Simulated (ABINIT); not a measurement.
# GaN (P6_3mc): Bethe-Salpeter spectra with ABINIT, part 2 of 2

How far does the k mesh set the exciton binding of GaN (P6_3mc)?

ABINIT 10.8.3; PBE and many-body steps on it, plane waves. Known limits of the many-body steps: not at the basis limit; no spin-orbit coupling; bindings not settled in the k mesh.

So far. Step 12 (k mesh (12×12×8)): The lowest state lies at 2.575 eV, 0.190 eV under the direct gap. Step 13 (Empty states on the mesh, 15×15×8 mesh, 38 bands): On this mesh the gap is 1.919 eV.

The database entry behind the starting cell has ideal inner coordinates that were not refined, so it need not match the best structure at ambient conditions.

**14. k mesh (15×15×8)**

This step: Bethe-Salpeter equation on PBE with a scissors shift, plane waves, norm-conserving pseudopotentials.

The input, run.abi:

```
acell 3*1.0 Angstrom
rprim 
  3.190000000016 -0.000000000004 0.000000000000
  -1.595000000005 2.762621038088 0.000000000000
  0.000000000000 0.000000000000 5.189000000000
ntypat 2
znucl 31 7
natom 4
typat 1 1 2 2
xred 
  0.666666666667 0.333333333333 0.000000000000
  0.333333333333 0.666666666667 0.500000000000
  0.666666666667 0.333333333333 0.375000000000
  0.333333333333 0.666666666667 0.875000000000
pp_dirpath "pseudos"
pseudos "Ga.upf, N.upf"
ecut 45
ngkpt 15 15 8
nshiftk 1
shiftk 0 0 0
kptopt 1
chksymbreak 0
istwfk *1
occopt 1
irdwfk 1
optdriver 99
bs_calctype 1
mbpt_sciss 0.846 eV
bs_loband 25
nband 27
bs_exchange_term 1
bs_coulomb_term 21
bs_coupling 0
bs_algorithm 1
bs_freq_mesh 0 6 0.05 eV
zcut 0.1 eV
ecuteps 3
ecutwfn 22.5
inclvkb 2
mdf_epsinf 5.86
irdden 1
indata_prefix "in"
outdata_prefix "out"
tmpdata_prefix "tmp"
```

Run with:

```sh
$ OMP_NUM_THREADS=1 mpirun -n 4 abinit run.abi > log
```

Wall time 6.7 min (4 MPI ranks of Arm Neoverse V1, shared host); peak memory 2.5 GiB; 27 min of CPU time.

This step gave:

| Property | Result |
| --- | --- |
| direct gap of the transition levels | 2.765 eV |
| transitions in the window | 3600 |
| first strong exciton (over a fiftieth of the strongest listed) | 2.601 eV |
| lowest state | 2.601 eV |
| binding of the lowest state below the direct gap | 0.1646 eV |
| Coulomb term of one mesh cell | 0.1604 eV |

The binding is 1.0 times the screened Coulomb term of one mesh cell (0.16 eV), so it is not shown settled.

The lowest state lies at 2.601 eV, 0.165 eV under the direct gap.

Mean over the three Cartesian directions of q; broadening 0.1 eV; transition window only. Limits: finite bands, cutoff and mesh; no spin-orbit coupling; exciton not shown settled in the k mesh. Table of ε₂ by photon energy; read off at these points:

```csv
photon energy (eV),BSE,no electron-hole interaction,"Kohn-Sham, no shift"
0.00,0,0,0
0.15,0.0025,0.00163,0.00313
0.30,0.0051,0.00337,0.00647
0.50,0.0087,0.00563,0.0111
0.65,0.0116,0.0075,0.0150
0.80,0.0147,0.00947,0.0194
0.95,0.0182,0.0116,0.0246
1.15,0.0236,0.0147,0.0337
1.30,0.0284,0.0174,0.0432
1.45,0.0342,0.0206,0.0575
1.60,0.0414,0.0243,0.0831
1.75,0.0506,0.0287,0.15
1.95,0.0686,0.0365,0.383
2.10,0.0904,0.0447,0.293
2.25,0.129,0.0568,0.611
2.40,0.224,0.0774,1.48
2.55,0.586,0.124,0.778
2.75,0.544,0.389,1.41
2.90,1.10,0.288,1.06
3.05,2.65,0.448,1.11
3.20,1.23,1.33,1.28
3.40,2.15,0.773,1.65
3.55,1.55,1.22,1.62
3.70,1.85,1.26,1.14
3.85,2.02,1.08,1.11
3.95,2.62,1.05,1.61
4.00,2.46,1.10,1.74
4.20,1.92,1.70,2.16
4.35,1.48,1.64,1.66
4.50,1.92,1.38,1.38
4.65,2.77,0.966,1.44
4.75,2.89,1.40,1.86
4.80,2.80,1.62,2.27
5.00,1.83,2.42,2.77
5.15,1.76,1.70,1.90
5.30,2.45,1.51,2.36
5.45,4.05,1.33,3.06
5.65,2.72,2.30,4.22
5.80,2.63,2.87,6.31
5.95,3.94,2.01,5.40
```

The window of bands is narrower than in the first exciton run, so this row is not like for like with it.

**15. Triplet (no exchange term)**

run.abi, as its differences from that of step 14:

```diff
@@ -17,3 +17,3 @@
 ecut 45
-ngkpt 15 15 8
+ngkpt 6 6 4
 nshiftk 1
@@ -28,6 +28,6 @@
 mbpt_sciss 0.846 eV
-bs_loband 25
-nband 27
-bs_exchange_term 1
-bs_coulomb_term 21
+bs_loband 22
+nband 28
+bs_exchange_term 0
+bs_coulomb_term 11
 bs_coupling 0
@@ -39,4 +39,3 @@
 inclvkb 2
-mdf_epsinf 5.86
-irdden 1
+irdscr 1
 indata_prefix "in"
```

It took 41 s on 4 MPI ranks; peak memory 0.57 GiB; 2.7 min of CPU time.

The lowest triplet lies at 2.384 eV; without spin-orbit coupling triplets are dark, so no spectrum is read.

**16. First band above the last**

run.abi, as its differences from that of step 15:

```diff
@@ -28,5 +28,5 @@
 mbpt_sciss 0.846 eV
-bs_loband 22
+bs_loband 29
 nband 28
-bs_exchange_term 0
+bs_exchange_term 1
 bs_coulomb_term 11
@@ -35,3 +35,3 @@
 bs_freq_mesh 0 6 0.05 eV
-zcut 0.1 eV
+zcut 0.15 eV
 ecuteps 3
```

Run time: 2.6 s. Hardware: 4 MPI ranks; peak memory 0.16 GiB.

The run stopped with an error after 2.6 s.

The program's words: Wrong number of transitions: my_hsize= 0

The fault put into this input: a window without a filled band.

**17. The runs together**

Times are wall times on 4 MPI ranks of Arm Neoverse V1, shared host, good to a factor of about two.

| run | mesh | transitions | broadening (eV) | direct gap (eV) | lowest state (eV) | binding (eV) | mesh cell's term (eV) | tallest peak (eV) | height | time |
| --- | --- | --- | --- | --- | --- | --- | --- | --- | --- | --- |
| excitons | 6×6×4 | 1440 | 0.1 | 2.765 | 2.395 | 0.370 | 0.372 | - | - | 39 s |
| model screening | 6×6×4 | 288 | 0.1 | 2.765 | 2.396 | 0.369 | 0.372 | - | - | 5.9 s |
| k mesh (9×9×6) | 9×9×6 | 972 | 0.1 | 2.765 | 2.514 | 0.251 | 0.248 | - | - | 25 s |
| k mesh (12×12×6) | 12×12×6 | 1728 | 0.1 | 2.765 | 2.557 | 0.208 | 0.205 | 5.40 | 3.64 | 74 s |
| k mesh (12×12×8) | 12×12×8 | 2304 | 0.1 | 2.765 | 2.575 | 0.190 | 0.186 | 5.20 | 3.75 | 2.3 min |
| k mesh (15×15×8) | 15×15×8 | 3600 | 0.1 | 2.765 | 2.601 | 0.165 | 0.160 | 5.45 | 4.05 | 6.7 min |
| triplet (no exchange term) | 6×6×4 | 1440 | 0.1 | 2.765 | 2.384 | 0.381 | 0.372 | - | - | 41 s |

**18. What came out**

* excitons: lowest state 2.395 eV (not settled in the k mesh)
* model screening: lowest state 2.396 eV (not settled in the k mesh)
* k mesh (9×9×6): lowest state 2.514 eV (not settled in the k mesh)
* k mesh (12×12×6): lowest state 2.557 eV (not settled in the k mesh)
* k mesh (12×12×8): lowest state 2.575 eV (not settled in the k mesh)
* k mesh (15×15×8): lowest state 2.601 eV (not settled in the k mesh)
* triplet (no exchange term): lowest state 2.384 eV (not settled in the k mesh)

What this shows: On the 6×6×4 mesh the lowest exciton lies at 2.395 eV, 0.370 eV below the direct gap; one cell of the mesh carries a screened Coulomb term of 0.37 eV by a cubic estimate, rough for this lattice, so this binding is not shown settled. Between the two densest meshes the binding falls by 0.98 of the fall in the mesh cell's term (the screened Coulomb energy of a charge repeated on the supercell that the mesh stands for). The binding is still 1.0 times that term, so the mesh does not resolve the exciton and no limit can be drawn. Model screening, against «excitons (6×6×4)»: the lowest state stays within 0.01 eV (keys changed: bs_loband, nband, bs_coulomb_term, irdscr, mdf_epsinf and irdden). k mesh (9×9×6), against «model screening (6×6×4)»: the lowest state moves by +0.118 eV (keys changed: ngkpt). k mesh (12×12×6), against «k mesh (9×9×6)»: the lowest state moves by +0.043 eV (keys changed: ngkpt). k mesh (12×12×8), against «k mesh (12×12×6)»: the lowest state moves by +0.018 eV (keys changed: ngkpt). k mesh (15×15×8), against «k mesh (12×12×8)»: the lowest state moves by +0.025 eV (keys changed: ngkpt). Triplet (no exchange term), against «excitons (6×6×4)»: the lowest state moves by −0.011 eV (keys changed: bs_exchange_term). Triplets are dark. A rigid shift treats all transitions alike. In the G0W0 table the openings from the upper filled bands to the empty bands at the same k run from +0.85 to +1.00 eV (median +0.92), where the shift is +0.85 eV, so peaks stand off by such differences. Lines within a few meV of each other can be one level split by numerical noise, or distinct levels. Screening is static and electronic alone, and only transitions inside the band window count. The many-body steps are scalar-relativistic: spin-orbit coupling is not in them.

[Paths, hosts, dates, memory and timing lines, banners, echoed tables and standing remarks are left out of the program output.]

[Logs are printed without paths, hosts, clocks, repeated set-up lines and the standing remarks that a program may print on its own settings, such as how far it seeks lower states.]

[Runs of the session that timed out or met a known fault of the program may be left out.]

[Hosts, paths, dates, database ids (printed as entryN), source tags and the programs' standing remarks are cut or masked in the printed files.]

[G0W0 gaps are taken among the corrected bands and points alone; a level outside them can change the order at an edge.]

[Where Ansatz stands beside ABINIT at settings called matched, ABINIT's density can come from a denser mesh and the files from another edition; pairs whose starting gaps differed by over 0.03 eV were left out, so agreement reads better than it is.]
